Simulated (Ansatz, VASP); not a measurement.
## AgO in VASP and in Ansatz

```xyz
2
Lattice="0.0000 -2.4741 -2.4741 2.4741 0.0000 -2.4741 2.4741 -2.4741 0.0000" Properties=species:S:1:pos:R:3 pbc="T T T"
Ag    0.0000    0.0000    0.0000
O     3.7111   -3.7111   -3.7111
```

Alike in both runs: functional PBEsol; k mesh 8 × 8 × 8; occupations gaussian, width 0.1 eV; no spin polarisation.

Ansatz relaxed the structure, and its values are those at the end. VASP's run is a single point on that final structure, the one shown.

|  | VASP | Ansatz |
| --- | --- | --- |
| version | VASP 6.6.1 | Ansatz 0.2.0 |
| potentials or method | VASP PAW PBE potentials, release 64 (Ag, O) | scalar-relativistic, plane waves, PAW |
| plane-wave cutoff (eV) | 520 | 420 |
| valence electrons in the cell | 17 | 25 |

Ansatz gave:

| Item | Value |
| --- | --- |
| gap on the k mesh at the Fermi level (eV) | none |
| pressure (GPa) | 0.0 |

Question: Which values does VASP return?

Answer: gap on the k mesh at the Fermi level (eV): none; pressure (GPa): -0.1.

A gap of «none» marks a metal or a gap that the smearing closes. With one functional, cell and mesh, what is left measures potentials, basis and numerics. The two sets of potentials don't hold the same shells in valence.

Caveats: the PAW data sets were made with another functional, which shifts forces and pressure a little (VASP); an odd number of electrons without spin polarisation forces a metal; a magnetic or distorted state may lie lower.
